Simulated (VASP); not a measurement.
# MgSe (Fm-3m) in VASP: a series of runs

One crystal, MgSe, is run at these levels: PBE; tasks: single point.

Everything below comes from runs of VASP 6.6.1. Logs are shortened: lines on timing, memory, paths and dates and some standing lists are left out, and cuts for length are marked.

## Step 1: The structure

Symmetry: Fm-3m, No. 225, cubic system. The conventional cell has a = 5.593 Å, b = 5.593 Å, c = 5.593 Å, α = 90.00°, β = 90.00°, γ = 90.00°. Mg (site symmetry m-3m) has 6 Se at 2.80 Å as nearest neighbours. Se (site symmetry m-3m) is surrounded by 6 Mg at 2.80 Å.

## Step 2: Single point, PBE

Input file INCAR:

```
SYSTEM = MgSe
ALGO = Fast ; EDIFF = 1E-7
ENCUT = 520 ; GGA = PE
ISIF = 2 ; ISMEAR = 0
LASPH = .True. ; LCHARG = .False.
LREAL = .False. ; LWAVE = .False.
NBANDS = 11 ; NELM = 100
PREC = Accurate ; SIGMA = 0.01
```

Input file KPOINTS:

```
k-points
0
Gamma
  5 5 5
  0 0 0
```

Input file POSCAR:

```
MgSe
1.0
    0.0000000000      2.7963236656      2.7963236656
    2.7963236656      0.0000000000      2.7963236656
    2.7963236656      2.7963236656      0.0000000000
Mg Se
1 1
Direct
    0.0000000000      0.0000000000      0.0000000000
    0.5000000000      0.5000000000      0.5000000000
```

Potentials or basis: VASP PAW PBE potentials, release 64 (Mg, Se).

On the command line:

```
> cat potpaw_PBE.64/Mg/POTCAR potpaw_PBE.64/Se/POTCAR > POTCAR
> mpirun -np 1 vasp_std > vasp.out
```

OUTCAR:

```text
SYSTEM = MgSe
   EDIFF = 1E-7
   ENCUT = 520
   GGA = PE
   ISIF = 2
   ISMEAR = 0
   LASPH = .True.
   LREAL = .False.
   NELM = 100
   PREC = Accurate

 ion  position               nearest neighbor table
   1  0.000  0.000  0.000-   2 2.80   2 2.80   2 2.80   2 2.80   2 2.80   2 2.80
   2  0.500  0.500  0.500-   1 2.80   1 2.80   1 2.80   1 2.80   1 2.80   1 2.80

  LATTYP: Found a face centered cubic cell.
 ALAT       =     5.5926473312

  Lattice vectors:

 A1 = (   0.0000000000,   2.7963236656,   2.7963236656)
 A2 = (   2.7963236656,   0.0000000000,   2.7963236656)
 A3 = (   2.7963236656,   2.7963236656,   0.0000000000)

Analysis of symmetry for initial positions (statically):
=====================================================================
 Subroutine PRICEL returns:
 Original cell was already a primitive cell.

 Routine SETGRP: Setting up the symmetry group for a
 face centered cubic supercell.

 Subroutine GETGRP returns: Found 48 space group operations
 (whereof 48 operations were pure point group operations)
 out of a pool of 48 trial point group operations.

The static configuration has the point symmetry O_h .

Analysis of symmetry for dynamics (positions and initial velocities):
=====================================================================
 Subroutine PRICEL returns:
 Original cell was already a primitive cell.

 Routine SETGRP: Setting up the symmetry group for a
 face centered cubic supercell.

 Subroutine GETGRP returns: Found 48 space group operations
 (whereof 48 operations were pure point group operations)
 out of a pool of 48 trial point group operations.

The dynamic configuration has the point symmetry O_h .

 Subroutine INISYM returns: Found 48 space group operations
 (whereof 48 operations are pure point group operations),
 and found     1 'primitive' translations

----------------------------------------------------------------------------------------

                                     Primitive cell

  volume of cell :      43.7313

  direct lattice vectors                    reciprocal lattice vectors
     0.000000000  2.796323666  2.796323666    -0.178806197  0.178806197  0.178806197
     2.796323666  0.000000000  2.796323666     0.178806197 -0.178806197  0.178806197
     2.796323666  2.796323666  0.000000000     0.178806197  0.178806197 -0.178806197

  length of vectors
     3.954598853  3.954598853  3.954598853     0.309701418  0.309701418  0.309701418

  position of ions in fractional coordinates (direct lattice)
     0.000000000  0.000000000  0.000000000
     0.500000000  0.500000000  0.500000000

[... 72 lines left out ...]
   NELECT =       8.0000    total number of electrons
   NUPDOWN=      -1.0000    fix difference up-down
   EMIN   =  10.00;   EMAX   =-10.00  energy-range for DOS
   EFERMI =   0.00;   METHOD = LEGACY
   ISMEAR =     0;   SIGMA  =   0.01  broadening in eV -4-tet -1-fermi 0-gaus
   EFERMI_NEDOS =   21; number of points for ismear=-14 and -15
   IALGO  =     68    algorithm
   IMIX   =      4    mixing-type and parameters
     AMIX     =   0.40;   BMIX     =  1.00
     AMIX_MAG =   1.60;   BMIX_MAG =  1.00
  volume/ion in A,a.u.               =      21.87       147.56
  Fermi-wavevector in a.u.,A,eV,Ry     =   0.929339  1.756196 11.750951  0.863671
  Thomas-Fermi vector in A             =   2.055611
   LORBIT       =      0    0 simple, 1 ext, 2 COOP (PROOUT), +10 PAW based schemes
   GGA     = PE    functional components
   LHFCALC =     F    Hartree Fock is set to
   AEXX    =    0.0000 exact exchange contribution
   IVDW    =     0    specifies the selected vdW correction
   LEPSILON=     F    determine dielectric tensor
   LRPA    =     F    only Hartree local field effects (RPA)
 non-spin polarized calculation
 RMM-DIIS sequential band-by-band and
 Gauss-broadening in eV      SIGMA  =   0.01
  energy-cutoff  :      520.00
  volume of cell :       43.73
 maximum number of plane-waves:      1243
 NGX is ok and might be reduce to    30
   NGX = 15   NGY = 15   NGZ = 15

 number of electron       7.9999999 magnetization

 Free energy of the ion-electron system (eV)
  ---------------------------------------------------
  ext. energy  EPLUGINS =         0.00000000
  ---------------------------------------------------
  free energy    TOTEN  =        -7.45686418 eV

  energy without entropy =       -7.45686418  energy(sigma->0) =       -7.45686418

 E-fermi :   2.6791     XC(G=0):  -9.1789

 val. band max:        2.6144954713   @ k =   0.0000   0.0000   0.0000
 cond. band min:       4.6733960872   @ k =   0.4000   0.4000   0.0000
 fundamental gap:      2.0589006159
 Fermi energy:         2.6791026604

 k-point     1 :       0.0000    0.0000    0.0000
  band No.  band energies     occupation
      1      -9.9254      2.00000
      2       2.6145      2.00000
      3       2.6145      2.00000
      4       2.6145      2.00000
      5       4.7155      0.00000
      6      10.0373      0.00000
      7      10.0373      0.00000
      8      10.0373      0.00000
      9      12.4338      0.00000
     10      12.4338      0.00000
     11      13.4822      0.00000
[... 113 lines left out ...]
 k-point    10 :      -0.4000    0.4000    0.2000
  band No.  band energies     occupation
      1      -8.7678      2.00000
      2      -0.9113      2.00000
      3       0.1016      2.00000
      4       0.9014      2.00000
      5       6.6899      0.00000
      6       9.0354      0.00000
      7       9.1765      0.00000
      8      11.5884      0.00000
      9      14.0399      0.00000
     10      14.4283      0.00000
     11      17.5262      0.00000

------------------------ aborting loop because EDIFF is reached ----------------------------------------

  FORCE on cell =-STRESS in cart. coord.  units (eV):
  Direction    XX          YY          ZZ          XY          YZ          ZX
  --------------------------------------------------------------------------------------
  -------------------------------------------------------------------------------------
  Total       -0.6963126     -0.6963126     -0.6963126     -0.0000000      0.0000000      0.0000000
  in kB      -25.5107074    -25.5107074    -25.5107074     -0.0000000      0.0000000      0.0000000
  external PRESSURE =     -25.5107074 kB  Pullay stress =       0.0000000 kB

 VOLUME and BASIS-vectors are now :
 -----------------------------------------------------------------------------
  energy-cutoff  :      520.00
  volume of cell :       43.73
      direct lattice vectors                 reciprocal lattice vectors
     0.000000000  2.796323666  2.796323666    -0.178806197  0.178806197  0.178806197
     2.796323666  0.000000000  2.796323666     0.178806197 -0.178806197  0.178806197
     2.796323666  2.796323666  0.000000000     0.178806197  0.178806197 -0.178806197

 POSITION                                       TOTAL-FORCE (eV/Angst)
 -----------------------------------------------------------------------------------
      0.00000      0.00000      0.00000        -0.000000     -0.000000      0.000000
      2.79632      2.79632      2.79632         0.000000      0.000000      0.000000
 -----------------------------------------------------------------------------------
    total drift:                               -0.000000     -0.000000      0.000000

  FREE ENERGIE OF THE ION-ELECTRON SYSTEM (eV)
  ---------------------------------------------------
  free  energy   TOTEN  =        -7.4568641752 eV

  energy  without entropy=       -7.4568641752  energy(sigma->0) =       -7.45686418
```

OSZICAR:

```text
N       E                     dE             d eps       ncg     rms          rms(c)
DAV:   1     0.217437519501E+02    0.21744E+02   -0.34607E+03   228   0.588E+02
DAV:   2    -0.632969810412E+01   -0.28073E+02   -0.25405E+02   263   0.883E+01
DAV:   3    -0.778946247610E+01   -0.14598E+01   -0.14584E+01   271   0.223E+01
DAV:   4    -0.779715089798E+01   -0.76884E-02   -0.76880E-02   255   0.193E+00
DAV:   5    -0.779719825887E+01   -0.47361E-04   -0.47361E-04   261   0.147E-01    0.288E+00
RMM:   6    -0.750476335631E+01    0.29243E+00   -0.21560E-01   221   0.197E+00    0.182E+00
RMM:   7    -0.745829428907E+01    0.46469E-01   -0.13660E-01   224   0.167E+00    0.882E-01
RMM:   8    -0.745709576559E+01    0.11985E-02   -0.85671E-03   232   0.609E-01    0.183E-01
RMM:   9    -0.745684169834E+01    0.25407E-03   -0.10259E-03   247   0.202E-01    0.998E-02
RMM:  10    -0.745685939566E+01   -0.17697E-04   -0.14408E-04   246   0.841E-02    0.633E-02
RMM:  11    -0.745686437137E+01   -0.49757E-05   -0.20652E-05   253   0.314E-02    0.621E-03
RMM:  12    -0.745686441947E+01   -0.48099E-07   -0.23615E-06   263   0.114E-02    0.527E-03
RMM:  13    -0.745686415578E+01    0.26369E-06   -0.63913E-07   246   0.525E-03    0.460E-03
RMM:  14    -0.745686417517E+01   -0.19392E-07   -0.76778E-08   212   0.209E-03
   1 F= -.74568642E+01 E0= -.74568642E+01  d E =-.100874E-21
```

Run time: 6.5 s. Hardware: 1 thread of Intel Xeon Platinum 8488C (Sapphire Rapids), shared host; peak memory 0.15 GiB.

Results:

| Item | Value |
| --- | --- |
| Free energy | -7.4569 eV |
| Pressure | -2.6 GPa |
| Band gap on the k mesh | 2.06 eV, indirect (least direct gap 2.10 eV) |

Caveat: an odd mesh through Γ misses points on the zone boundary, where band edges often lie.

## Step 3: Single point, PBE

This run uses another cell than the first one, of 20.25 Å³/atom, 0.926 times its volume.

Input file INCAR:

```
PREC = Accurate
ENCUT = 520
EDIFF = 1E-7
ISMEAR = 0
SIGMA = 0.01
LREAL = F
LASPH = T
NELM = 100
ALGO = Normal
ISIF = 2
LWAVE = F
LCHARG = F
GGA = PE
NBANDS = 11
```

Input file KPOINTS:

```
regular mesh
0
Gamma
  5 5 5
```

Input file POSCAR:

```
MgSe
1.0
    0.0000000000      2.7255000000      2.7255000000
    2.7255000000      0.0000000000      2.7255000000
    2.7255000000      2.7255000000      0.0000000000
Mg Se
1 1
Direct
    0.0000000000      0.0000000000      0.0000000000
    0.5000000000      0.5000000000      0.5000000000
```

Potentials or basis: VASP PAW PBE potentials, release 64 (Mg, Se).

On the command line:

```
> cat potpaw_PBE.64/Mg/POTCAR potpaw_PBE.64/Se/POTCAR > POTCAR
> mpirun -np 1 vasp_std > vasp.out
```

It took 6 s on 1 thread of Intel Xeon Platinum 8488C (Sapphire Rapids), shared host; peak memory 0.16 GiB.

The run converged. Its results:

```yaml
Free_energy: -7.4653 eV
Pressure: 2.0 GPa
Band_gap_on_the_k_mesh: 2.20 eV, indirect (least direct gap 2.59 eV)
```

Levels at points of the mesh, in eV from the valence-band top:
```tsv
k point	band 1	band 2	band 3	band 4	band 5	band 6	band 7	band 8
(0.00, 0.00, 0.00)	-12.94	0.00	0.00	0.00	2.59	7.40	7.40	7.40
```

Caveat: an odd mesh through Γ misses points on the zone boundary, where band edges often lie.

(Continued in part 2 of 2.)
